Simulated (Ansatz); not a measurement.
Level of theory: DFT PBE, scalar-relativistic, plane waves, PAW (Ansatz 0.2.0). Settings: cutoff 420 eV, Γ-centred meshes spaced at most about 0.3 Å⁻¹ (2π included), Gaussian smearing. No spin polarisation.

Temperature and zero-point effects are left out.

Two forms of Al₂Ga₃As₅ were relaxed alike.

A. Space group I-4m2 (No. 119), tetragonal, a = 4.058 Å, c = 28.693 Å. Al is surrounded by 4 As at 2.48 Å; Ga on a site of symmetry -4m2 is surrounded by 4 As at 2.49 Å; Ga on a site of symmetry 2mm is surrounded by 4 As at 2.49 Å; around As on a site of symmetry 2mm lie 2 Al at 2.48 Å and 2 Ga at 2.49 Å; around As on a second site of symmetry 2mm lie 2 Al at 2.48 Å and 2 Ga at 2.49 Å; 1 more site not described.

B. Space group I-4m2 (No. 119), tetragonal, a = 4.058 Å, c = 28.698 Å. Around Al lie 4 As at 2.48 Å; Ga on a site of symmetry -4m2 has 4 As at 2.49 Å; Ga on a site of symmetry 2mm has 4 As at 2.49 Å; around As on a site of symmetry 2mm lie 4 Ga at 2.49 Å; As on a second site of symmetry 2mm is surrounded by 2 Al at 2.48 Å and 2 Ga at 2.49 Å; 1 more site not described.

Problem. Which arrangement of the elements on these sites is preferred, and by what margin?

Solution. They are level within the accuracy (1 meV/atom apart, with B the lower in these runs). The two share one framework of sites and differ in which element sits where. A has Al and Ga ordered on zinc blende sites, space group I-4m2 (No. 119), 23.6 Å³/atom and a gap of 0.73 eV on its mesh; B has Al and Ga ordered on zinc blende sites, space group I-4m2 (No. 119), 23.6 Å³/atom and a gap of 0.73 eV. Counting As atoms around Al and Ga (those within 1.25 times the shortest such distance or 1.15 times the sum of covalent radii, 1.27 where that leaves under three), A and B both have Al 4, Ga 4. Both come from invented guesses. Shaken at random and relaxed again, A came back. Shaken at random and relaxed again, B came back.

Kohn–Sham gaps at this level usually fall short of measured ones.
